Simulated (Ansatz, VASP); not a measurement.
Two plane-wave programs on Cu

The input POSCAR:

```
Cu
1.0
    0.0000000000      1.8756789000      1.8756789000
    1.8756789000      0.0000000000      1.8756789000
    1.8756789000      1.8756789000      0.0000000000
Cu
1
Direct
    0.0000000000      0.0000000000      0.0000000000
```

INCAR.step1

```
SYSTEM = Cu
PREC = Accurate ; ENCUT = 520
ISMEAR = 0 ; SIGMA = 0.1
LREAL = .FALSE. ; LASPH = .TRUE.
NELM = 80 ; NBANDS = 12
GGA = PE ; ALGO = Normal
EDIFF = 1E-4 ; LWAVE = .TRUE.
LCHARG = .FALSE.
```

The input INCAR.step2:

```
SYSTEM = Cu
PREC = Accurate ; ENCUT = 520
EDIFF = 1E-7 ; ISMEAR = 0
SIGMA = 0.1 ; LREAL = .FALSE.
LASPH = .TRUE. ; NELM = 80
ALGO = Normal ; ISIF = 2
LWAVE = .FALSE. ; LCHARG = .FALSE.
METAGGA = R2SCAN ; LMIXTAU = .TRUE.
NBANDS = 12 ; ISTART = 1
```

KPOINTS

```
regular mesh
0
G
  20 20 20
  0 0 0
```

Input for Ansatz:

```yaml
crystal:
  lattice:
    - [0.0, 1.8756789, 1.8756789]
    - [1.8756789, 0.0, 1.8756789]
    - [1.8756789, 1.8756789, 0.0]
  atoms:
    - { symbol: Cu, position: [0.0, 0.0, 0.0] }
basis:
  ecutwfc: 500
kpoints:
  mp_grid: { grid: [20, 20, 20] }
hamiltonian:
  xc: r2scan
scf:
  occupations: { method: gaussian, width: 0.1 }
output:
  forces: true
  stress: true
  eigenvalues: true
  populations: true
```

Alike in both runs: task single point; functional r2SCAN; k mesh 20 × 20 × 20; occupations gaussian, width 0.1 eV; no spin polarisation.

```csv
,VASP,Ansatz
version,VASP 6.6.1,Ansatz 0.2.0
potentials or method,"VASP PAW PBE potentials, release 64 (Cu)","scalar-relativistic, plane waves, PAW"
plane-wave cutoff (eV),520,500
valence electrons in the cell,11,19
```

|  | VASP | Ansatz | Ansatz less VASP |
| --- | --- | --- | --- |
| gap on the k mesh at the Fermi level (eV) | none | none | - |
| pressure (GPa) | -15.7 | -16.1 | -0.44 |

A gap of «none» marks a metal or a gap that the smearing closes. The functional is the same, so the differences come from potentials, cutoffs and numerics. The two sets of potentials don't hold the same shells in valence.

Caveats: so large a pressure means that the cell lies far from this level's equilibrium, or that cutoff or potentials fall short (VASP); the potentials were made for another functional, which shifts forces and pressure (VASP).
